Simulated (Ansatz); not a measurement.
**Au (Fm-3m), two-dimensional strain map**

Method: DFT PBE, scalar-relativistic, plane waves, PAW in Ansatz. Settings: plane waves to 420 eV, k-mesh 20×20×20 (Γ-centred), Gaussian smearing 0.15 eV. Spin–orbit coupling is left out, which can shift energies with elements as heavy as these. No spin polarisation. Energies are free energies at this smearing, counted from the undisturbed cell; pressure is positive in compression.

The starting cell (as given, not relaxed at this level; it stands at 7.9 GPa):

```
Au
1.0
     0.00000    2.04550    2.04550
     2.04550    0.00000    2.04550
     2.04550    2.04550    0.00000
Au
1
Cartesian
  0.0000 0.0000 0.0000
```

The cell is strained by p along both x and y and by q along z, fractional coordinates fixed. Points are written (p, q).

Energy above the undisturbed cell in meV/atom (a dash: not computed):

```
 p \ q  -0.080  -0.040  0.000  0.040  0.080
-0.080  1012.2   702.7  479.0  325.0  227.2
-0.040   456.3   267.7  141.1   64.0   25.9
 0.000   150.9    53.0    0.0  -17.5   -7.8
 0.040       ?       ?  -12.1   14.1      ?
 0.080    -4.7       ?   59.2  116.3  184.7
```

(1) Fill in the withheld energies.

Results:

(1) (0.040, -0.080): 15.4; (0.040, -0.040): -13.4; (0.040, 0.080): 58.7; (0.080, -0.040): 17.2.